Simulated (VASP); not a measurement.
Crystal: SiO2.

```
Si O
1.0
     4.14741    0.00000    0.00000
     0.00000    4.14741    0.00000
     0.00000    0.00000    2.70375
Si O
2 4
Cartesian
  2.0737 2.0737 1.3519
  0.0000 0.0000 0.0000
  2.8793 2.8793 0.0000
  3.3419 0.8055 1.3519
  1.2682 1.2682 0.0000
  0.8055 3.3419 1.3519
```

```yaml
Program: VASP 6.6.1
Task: relaxation of cell and atoms
Functional: PBEsol
Potentials_or_basis: VASP PAW PBE potentials, release 64 (Si, O)
Cutoff: 600 eV
k_mesh: 6 × 6 × 9
Occupations: gaussian, width 0.02 eV
Spin: no spin polarisation
```

At the start: pressure 3.7 GPa; volume 7.75 Å³/atom.

Where does the relaxation end?

Over 7 steps the energy falls by 3.5 meV/atom and the volume is 7.86 Å³/atom (+1.4 %); space group P4_2/mnm (No. 136, to 0.05 Å).

The path:
| step | energy change (eV) | largest force (eV/Å) | pressure (GPa) | volume (Å³) |
| --- | --- | --- | --- | --- |
| 1 | 0.0000 | 0.1681 | 3.66 | 46.51 |
| 2 | -0.0072 | 0.3331 | -4.31 | 47.70 |
| 3 | -0.0166 | 0.1203 | -1.05 | 47.18 |
| 4 | -0.0203 | 0.0300 | 0.65 | 47.06 |
| 5 | -0.0205 | 0.0464 | 0.31 | 47.08 |
| 6 | -0.0207 | 0.0126 | -0.11 | 47.16 |
| 7 | -0.0207 | 0.0001 | 0.00 | 47.14 |

Final structure:
```cif
data_structure
_symmetry_space_group_name_H-M 'P 1'
_symmetry_Int_Tables_number 1
_cell_length_a 4.1922
_cell_length_b 4.1922
_cell_length_c 2.6826
_cell_angle_alpha 90.000
_cell_angle_beta 90.000
_cell_angle_gamma 90.000
_cell_volume 47.14
loop_
_atom_site_label
_atom_site_type_symbol
_atom_site_fract_x
_atom_site_fract_y
_atom_site_fract_z
_atom_site_occupancy
Si1 Si 0.50000 0.50000 0.50000 1
Si2 Si 0.00000 0.00000 0.00000 1
O1 O 0.69417 0.69417 0.00000 1
O2 O 0.80583 0.19417 0.50000 1
O3 O 0.30583 0.30583 0.00000 1
O4 O 0.19417 0.80583 0.50000 1
```

Caveat: the PAW data sets were made with another functional, which shifts forces and pressure a little.
